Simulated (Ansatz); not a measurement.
Si3N4: Field gradients at the nuclei

The cell is a COD entry, whose atoms a relaxation with PBE at fixed cell left in place.

Space group I-43d (No. 220); a = 6.4747 Å.

| site | Wyckoff | site symmetry | x | y | z |
| --- | --- | --- | --- | --- | --- |
| Si | 12b | -4.. | 0.3750 | 0.5000 | 0.7500 |
| N | 16c | .3. | 0.2814 | 0.2814 | 0.2814 |

One atom of each set is listed; the run and its k-mesh use a cell of 14 atoms with edges of 5.61, 5.61, 5.61 Å.

All values are calculated (Ansatz; DFT, PBE, plane waves and PAW, scalar-relativistic, 420 eV cutoff, Γ-centred 6×6×6 k-points, Fermi–Dirac smearing 0.02 eV), not measured.

V_zz is the principal component of the electric field gradient with the largest magnitude, η = (V_xx − V_yy)/V_zz and C_Q = eQV_zz/h.

¹⁴N: I = 1, Q = 20.44 mb. Q values from Pyykkö, Mol. Phys. 116, 1328 (2018).

(1) Which values are expected at the nuclei?

Answers

(1) 

```tsv
site	atoms	first shell	V_xx, V_yy, V_zz (10²¹ V/m²)	η	C_Q (MHz)
Si	6	4 N at 1.75 Å	0.052, 0.052, -0.10	0.00	–
N	8	3 Si at 1.75 Å	2.88, 2.88, -5.77	0.00	-2.85
```

An axis of threefold or higher order runs through Si and N, so V_zz lies along it and η is zero.

Si has no stable isotope with a ground-state quadrupole moment in the table, so no C_Q is given.
